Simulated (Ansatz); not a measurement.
Ansatz input file:

```yaml
crystal:
  lattice:
    - [4.1232801799, 0.0, 0.0313025631]
    - [0.0, 4.0953076766, 0.0]
    - [0.0313025631, 0.0, 4.0505281651]
  atoms:
    - { symbol: Ba, position: [0.0, 0.0, 0.0] }
basis:
  ecutwfc: 420
kpoints:
  mp_grid: { grid: [10, 10, 10] }
hamiltonian:
  xc: pbe
scf:
  occupations: { method: gaussian, width: 0.1 }
output:
  forces: true
  stress: true
  eigenvalues: true
```

Launched with
```bash
ansatz run input.yaml --threads 1 --pin off --max-ram 1331MiB --backend cpu --events-out ev --progress --plain --runs-dir out
```

These are results of DFT PBE, scalar-relativistic, plane waves, PAW in Ansatz, not measurements.

Part of what the program printed, abridged:

```
Pseudopotentials: kind: paw
Pseudopotential: Ba, paw, valence charge 10, recommended cutoff 420 eV (normal)
Functional definition: PBE
Crystal: 1 atom, lattice volume = 68.394 Å³
Basis set: ecut = 420 eV, 1349 PW (Γ), exchange–correlation on 60×60×60 points (8 copies of the dense FFT grid, shifted against one another)
Bands: 9, of which v1, the nominal top of the filled ones, is band 5 counted from 1 (4 counted from 0)
Symmetry: 4 space group operations
Space group: P2/m (ITA 10), of the structure as read, at distance tolerance 4.1e-5 Å
k-points: 312 of 1000
Initial density: superposition of atomic densities (neutral atoms: chi_scale 0, normalization atom), corrected by the library's trained network
Initial wavefunctions: pseudopotential atomic-orbital guess
Functional: x = pbe(κ = 0.804, μ = 0.21951497), c = pbe(β = 0.06672455)
SCF iter   1: F=—  HF=-5949.220882 eV  |F-HF|=—  |Δ(HF+E_count)|=         —  Δρ=1.47e-3  dr2=4.28e-3  ethr=1.77e-3  ⟨swp⟩=7.4  Hψ=27257  notcnv=0
SCF iter   2: F=—  HF=-5949.220713 eV  |F-HF|=—  |Δ(HF+E_count)|=   1.69e-4  Δρ=1.07e-3  dr2=2.43e-3  ethr=4.28e-5  ⟨swp⟩=1.1  Hψ=5449  notcnv=0
SCF iter   3: F=—  HF=-5949.220244 eV  |F-HF|=—  |Δ(HF+E_count)|=   4.69e-4  Δρ=3.74e-4  dr2=2.23e-4  ethr=2.43e-5  ⟨swp⟩=2.1  Hψ=3574  notcnv=0
SCF iter   4: F=—  HF=-5949.220222 eV  |F-HF|=—  |Δ(HF+E_count)|=   2.19e-5  Δρ=1.02e-4  dr2=6.58e-6  ethr=2.23e-6  ⟨swp⟩=1.5  Hψ=3017  notcnv=0
SCF iter   5: F=—  HF=-5949.220223 eV  |F-HF|=—  |Δ(HF+E_count)|=   1.27e-6  Δρ=2.25e-5  dr2=3.88e-7  ethr=6.58e-8  ⟨swp⟩=2.0  Hψ=4383  notcnv=0
SCF iter   6: F=-5949.220223 eV  HF=-5949.220223 eV  |F-HF|=6.20e-9  |Δ(HF+E_count)|=   9.54e-8  Δρ=4.09e-6  dr2=1.25e-8  ethr=1.00e-9  ⟨swp⟩=6.9  Hψ=19133  notcnv=0
SCF 1 converged in 6 iterations: F = -5949.220223 eV  dr2 = 1.25e-8
SCF converged after 6 iterations
Free energy (F): -5949.220223 eV
Harris-Foulkes:  -5949.220223 eV  (|F-HF|=6.20e-9)
Internal energy: -5949.215136 eV  (E = F + TS)
E sigma→0 (E₀):  -5949.217680 eV
Entropy (-TS):   -0.005087 eV (-5.087 meV/atom)
Fermi energy:    5.166971 eV
--- Per-component energies (eV) ---
  E_band       = -94.499059
  E_kinetic    = 166.016193
  E_local      = -412.844450  (includes V_loc(G=0)·N_el)
  E_nonlocal   = 57.016734
  E_hartree    = 132.150262
  E_xc         = -166.275511
  E_vxc        = -133.263557  (∫ρ·V_xc dr)
  E_paw        = -5225.790232  (= ΣΔE_a)
  E_vpaw       = -35.726491  (= ΣTr[D̂ρ^β])
  E_aug_tail   = -0.000002  (compensation charges beyond the density's cutoff)
  E_ewald      = -499.488131
  E_smearing   = -0.005087  (= −TS)
--- Forces (eV/Å), atoms counted from 1 ---
  atom   1  Ba     0.00000000     0.00000000     0.00000000
--- Stress (GPa, compression-positive) ---
       -0.813438       0.000000       0.073733
        0.000000      -0.660166       0.000000
        0.073733       0.000000      -0.377155
  P = ⅓ Tr σ = -0.6169 GPa (-6.169 kbar)
--- Band table (eV; the first three rows and the last of 312) ---
  k-point 0: bands = ["-24.1011", "-9.0325", "-9.0188", "-8.9958", "2.6323", "5.2733", "5.2788", "9.5068", "9.5673"]
  k-point 1: bands = ["-24.0970", "-9.0541", "-9.0274", "-9.0138", "2.7690", "5.3221", "5.4067", "9.1587", "9.2082"]
  k-point 2: bands = ["-24.0861", "-9.2018", "-9.0142", "-9.0006", "3.1368", "5.4433", "5.7479", "8.5169", "8.5709"]
  k-point 311: bands = ["-23.9868", "-9.4287", "-9.3955", "-9.3761", "5.1559", "5.2094", "5.2910", "8.5215", "10.3050"]
```

The calculation finished and met its thresholds.